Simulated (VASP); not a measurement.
# Settings for BN: self-consistent run

BN, R3m (no. 160), 2 atoms in the cell. PBE with D3(BJ); PAW potentials N, B (PBE set). VASP 6.6.1. The cell is changed on purpose: last atom moved by 0.05 Å along z, cell strained by +1.5% along z.

Wanted: energy within 10 meV/atom; forces within 0.05 eV/Å; stress within 1 GPa; levels at the zone centre within 0.05 eV.

What the run is for: all; Accuracy asked: screening.

Levels at the zone centre: counted from the valence top at that point.

POSCAR:
```
BN
1.0
    1.2511217832      0.7223354983      3.4235284193
   -1.2511217832      0.7223354983      3.4235284193
    0.0000000000     -1.4446709966      3.4235284193
N B
1 1
Direct
    0.6672382000      0.6672382000      0.6672382000
    0.0052701000      0.0052701000      0.0052701000
```

The series start from Plane-wave cutoff (eV): 520; k-point mesh: 10 × 10 × 10; Precision mode (PREC): Accurate; Electronic threshold (eV): 1e-6; Bands in all (NBANDS): 14; Aspherical gradient terms in the spheres (LASPH): yes; Electronic algorithm: ALGO=Normal; Placing of the Fermi level (EFERMI): EFERMI=MIDGAP; Density mixing: defaults. Each series keeps the choices made before it, and each single choice may use up half of a tolerance.

## Plane-wave cutoff (eV)

| Plane-wave cutoff (eV) | Energy less reference (meV/atom) | Forces, largest deviation (eV/Å) | Stress, largest deviation (GPa) | Levels at the zone centre, largest deviation (eV) | SCF iterations | Time (s) |
|---|---|---|---|---|---|---|
| 320 | 13 | 0.014 | 19.8 | 0.007 | 13 | 18 |
| 400 | 8 | 0.002 | 4.5 | 0.013 | 13 | 18 |
| 460 | 4 | 0.000 | 0.9 | 0.000 | 13 | 42 |
| 520 | 5 | 0.000 | 0.1 | 0.000 | 13 | 46 |
| 600 | 3 | 0.000 | 0.3 | 0.000 | 13 | 54 |
| 700 | 1 | 0.000 | 0.2 | 0.001 | 13 | 43 |
| 840 (reference) | 0 | 0.000 | 0.0 | 0.000 | 13 | 69 |

Chosen: 520, the loosest value from which every tighter one stays within half of the tolerance.

## k-point mesh

| k-point mesh | Energy less reference (meV/atom) | Forces, largest deviation (eV/Å) | Stress, largest deviation (GPa) | Levels at the zone centre, largest deviation (eV) | SCF iterations | Time (s) |
|---|---|---|---|---|---|---|
| 3 × 3 × 3 | 53 | 0.018 | 0.4 | 0.051 | 13 | 4.2 |
| 4 × 4 × 4 | 8 | 0.008 | 0.2 | 0.006 | 13 | 6.3 |
| 5 × 5 × 5 | 4 | 0.001 | 0.1 | 0.005 | 13 | 8.4 |
| 7 × 7 × 7 | 0 | 0.000 | 0.0 | 0.000 | 13 | 17 |
| 8 × 8 × 8 | 0 | 0.000 | 0.0 | 0.000 | 13 | 24 |
| 10 × 10 × 10 | 0 | 0.000 | 0.0 | 0.000 | 13 | 46 |
| 13 × 13 × 13 | 0 | 0.000 | 0.0 | 0.000 | 13 | 79 |
| 16 × 16 × 16 | 0 | 0.000 | 0.0 | 0.000 | 13 | 154 |
| 20 × 20 × 20 (reference) | 0 | 0.000 | 0.0 | 0.000 | 13 | 256 |

Chosen: 5 × 5 × 5.

## Precision mode (PREC)

| Precision mode (PREC) | Energy less reference (meV/atom) | Forces, largest deviation (eV/Å) | Stress, largest deviation (GPa) | Levels at the zone centre, largest deviation (eV) | SCF iterations | Time (s) |
|---|---|---|---|---|---|---|
| Low | 0 | 0.000 | 0.0 | 0.000 | 13 | 3.9 |
| SingleN | 0 | 0.000 | 0.0 | 0.000 | 13 | 4.0 |
| Normal | 0 | 0.000 | 0.0 | 0.000 | 13 | 4.5 |
| Accurate (reference) | 0 | 0.000 | 0.0 | 0.000 | 13 | 8.4 |

Chosen: Low.

## Electronic threshold (eV)

| Electronic threshold (eV) | Energy less reference (meV/atom) | Forces, largest deviation (eV/Å) | Stress, largest deviation (GPa) | Levels at the zone centre, largest deviation (eV) | SCF iterations | Time (s) |
|---|---|---|---|---|---|---|
| 0.001 | 0 | 0.003 | 0.7 | 0.051 | 9 | 2.8 |
| 0.0001 | 0 | 0.000 | 0.1 | 0.003 | 11 | 3.4 |
| 1e-5 | 0 | 0.000 | 0.0 | 0.001 | 12 | 3.7 |
| 1e-6 | 0 | 0.000 | 0.0 | 0.000 | 13 | 3.9 |
| 1e-7 | 0 | 0.000 | 0.0 | 0.000 | 14 | 4.1 |
| 1e-8 (reference) | 0 | 0.000 | 0.0 | 0.000 | 15 | 4.3 |

Chosen: 0.0001.

## Bands in all (NBANDS)

| Bands in all (NBANDS) | Energy less reference (meV/atom) | Forces, largest deviation (eV/Å) | Stress, largest deviation (GPa) | Levels at the zone centre, largest deviation (eV) | SCF iterations | Time (s) |
|---|---|---|---|---|---|---|
| 5 | 0 | 0.000 | 0.0 | 0.002 | 11 | 1.9 |
| 6 | 0 | 0.001 | 0.0 | 0.002 | 11 | 2.1 |
| 8 | 0 | 0.001 | 0.0 | 0.002 | 11 | 2.5 |
| 10 | 0 | 0.001 | 0.1 | 0.001 | 11 | 2.6 |
| 14 | 0 | 0.000 | 0.0 | 0.000 | 11 | 3.4 |
| 24 (reference) | 0 | 0.000 | 0.0 | 0.000 | 11 | 5.1 |

Chosen: 5.

## Aspherical gradient terms in the spheres (LASPH)

| Aspherical gradient terms in the spheres (LASPH) | Energy less reference (meV/atom) | Forces, largest deviation (eV/Å) | Stress, largest deviation (GPa) | Levels at the zone centre, largest deviation (eV) | SCF iterations | Time (s) |
|---|---|---|---|---|---|---|
| yes | 0 | 0.000 | 0.0 | 0.000 | 11 | 1.9 |
| no | 2 | 0.001 | 0.1 | 0.004 | 11 | 1.5 |

Chosen: yes; no other choice that stays within half of the tolerance saves 30 % of the time.

## Electronic algorithm

| Electronic algorithm | Energy less reference (meV/atom) | Forces, largest deviation (eV/Å) | Stress, largest deviation (GPa) | Levels at the zone centre, largest deviation (eV) | SCF iterations | Time (s) |
|---|---|---|---|---|---|---|
| ALGO=Normal | 0 | 0.000 | 0.0 | 0.000 | 11 | 1.9 |
| ALGO=Fast | 0 | 0.000 | 0.1 | 0.000 | 13 | 2.3 |
| ALGO=VeryFast | 0 | 0.000 | 0.2 | 0.007 | 17 | 2.4 |
| ALGO=All ISEARCH=1 | 0 | 0.001 | 0.0 | 0.001 | 13 | 2.7 |
| ALGO=All ISEARCH=0 | 0 | 0.001 | 0.0 | 0.001 | 13 | 2.6 |
| ALGO=Damped TIME=0.4 | 0 | 0.000 | 0.2 | 0.006 | 17 | 2.6 |
| ALGO=Damped TIME=0.1 | 0 | 0.001 | 0.1 | 0.010 | 28 | 3.8 |
| ALGO=Old Fast | 0 | 0.001 | 0.8 | 0.007 | 11 | 2.2 |

Chosen: ALGO=Normal.

## Placing of the Fermi level (EFERMI)

| Placing of the Fermi level (EFERMI) | Energy less reference (meV/atom) | Forces, largest deviation (eV/Å) | Stress, largest deviation (GPa) | Levels at the zone centre, largest deviation (eV) | SCF iterations | Time (s) |
|---|---|---|---|---|---|---|
| EFERMI=MIDGAP | 0 | 0.000 | 0.0 | 0.000 | 11 | 1.9 |
| EFERMI=LEGACY | 0 | 0.000 | 0.0 | 0.000 | 11 | 2.1 |

Chosen: EFERMI=MIDGAP.

## Density mixing

| Density mixing | Energy less reference (meV/atom) | Forces, largest deviation (eV/Å) | Stress, largest deviation (GPa) | Levels at the zone centre, largest deviation (eV) | SCF iterations | Time (s) |
|---|---|---|---|---|---|---|
| defaults | 0 | 0.000 | 0.0 | 0.000 | 11 | 1.9 |
| WC=0 | 0 | 0.000 | 0.0 | 0.002 | 12 | 2.0 |
| AMIX=0.4 AMIN=0.6 IMIX=2 | 0 | 0.001 | 0.7 | 0.001 | 21 | 3.4 |
| AMIX=0.1 | 0 | 0.003 | 0.1 | 0.001 | 12 | 2.0 |
| AMIX=0.2 | 0 | 0.000 | 0.2 | 0.001 | 12 | 2.0 |
| MIXPRE=2 | 0 | 0.000 | 0.0 | 0.001 | 11 | 2.0 |
| BMIX=0.0001 | 0 | 0.000 | 0.1 | 0.001 | 10 | 2.0 |

Chosen: defaults.

## All choices together

| Input | Energy less reference (meV/atom) | Forces, largest deviation (eV/Å) | Stress, largest deviation (GPa) | Levels at the zone centre, largest deviation (eV) | Time (s) |
|---|---|---|---|---|---|
| the program's defaults (naive) | 8 | 0.001 | 4.1 | 0.017 | 2.5 |
| chosen settings | 8 | 0.002 | 0.1 | 0.006 | 1.9 |
| reference settings throughout | 0 | 0.000 | 0.0 | 0.000 | 810 |

The tolerance is met.

Values of the reference run: Forces: 0, 0, 0.6415, 0, 0, -0.6415 eV/Å; Stress: 1.891, 0, 0, 0, 1.891, 0, 0, 0, -1.177 GPa; Levels at the zone centre: 0, 0, 6.32 eV from the valence top at Gamma.

## The input

INCAR:
```
SYSTEM = BN
GGA = PE
IVDW = 12
ISMEAR = 0
SIGMA = 0.03
LWAVE = .False.
LCHARG = .False.
ISIF = 2
PREC = Low
LASPH = .True.
LREAL = .False.
ALGO = Normal
EDIFF = 1E-4
NELM = 120
GGA_COMPAT = .False.
ENCUT = 520
EFERMI = MIDGAP
NBANDS = 5
```

KPOINTS:
```
Automatic mesh
0
Gamma
  5 5 5
  0 0 0
```

Commands:
```
cat potpaw_PBE.64/N/POTCAR potpaw_PBE.64/B/POTCAR > POTCAR
mpirun -np 1 vasp_std > vasp.out
```

The chosen input took VASP 6.6.1 1.9 s on 1 core (Intel Xeon Platinum 8259CL @ 2.50GHz (Skylake/Cascade Lake)), a shared host.

## An input that fails: cutoff far too low

It runs to its end, but against the unchanged starting input it is off by 467 meV/atom in the energy, 0.148 eV/Å in the forces, 128.4 GPa in the stress, 0.586 eV in the levels at the zone centre.

Changes against the starting input:
```
- NELM = 120
- ENCUT = 520
+ NELM = 85
+ ENCUT = 180
```
